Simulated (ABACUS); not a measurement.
Ni:

```xyz
2
Lattice="2.4480 0.0000 0.0000 -1.2240 2.1201 0.0000 0.0000 0.0000 4.0728" Properties=species:S:1:pos:R:3 pbc="T T T"
Ni    1.2240    0.7067    3.0546
Ni    0.0000    1.4134    1.0182
```

This isn't the form of Ni at room conditions, which is fcc.

* Program: ABACUS 3.10.1
* Task: relaxation of cell and atoms
* Functional: PBE
* Potentials or basis: SG15 ONCV 1.2 PBE
* Cutoff: 1333 eV
* Density cutoff: 5333 eV
* Basis: plane waves
* k mesh: 8 × 8 × 5
* Occupations: fermi-dirac, width 0.05 eV
* Spin: collinear spin, ferromagnetic start
* Starting moments: [1.0, 1.0] μB

At the start: pressure 8.5 GPa; volume 10.57 Å³/atom.

Problem. How do energy, volume and symmetry change on relaxing?

Solution. Over 3 steps the energy falls by 11.0 meV/atom and the volume is 11.00 Å³/atom (+4.1 %); space group P6_3/mmc (No. 194, to 0.05 Å); moment 1.34 μB per cell.

Step by step:
```csv
step,energy change (eV),largest force (eV/Å),pressure (GPa),volume (Å³)
1,0.0000,0.0000,8.51,21.14
2,0.0017,0.0000,-7.50,22.97
3,-0.0220,0.0000,-0.05,22.01
```

Final structure:
```
CELL_PARAMETERS angstrom
2.48107 0.00000 0.00000
-1.24053 2.14866 0.00000
0.00000 0.00000 4.12778
ATOMIC_POSITIONS crystal
Ni 0.66667 0.33333 0.75000
Ni 0.33333 0.66667 0.25000
```

Caveat: the k mesh is coarse (spacing up to 0.37 Å⁻¹), so the values aren't converged; the shape was held while the volume relaxed.
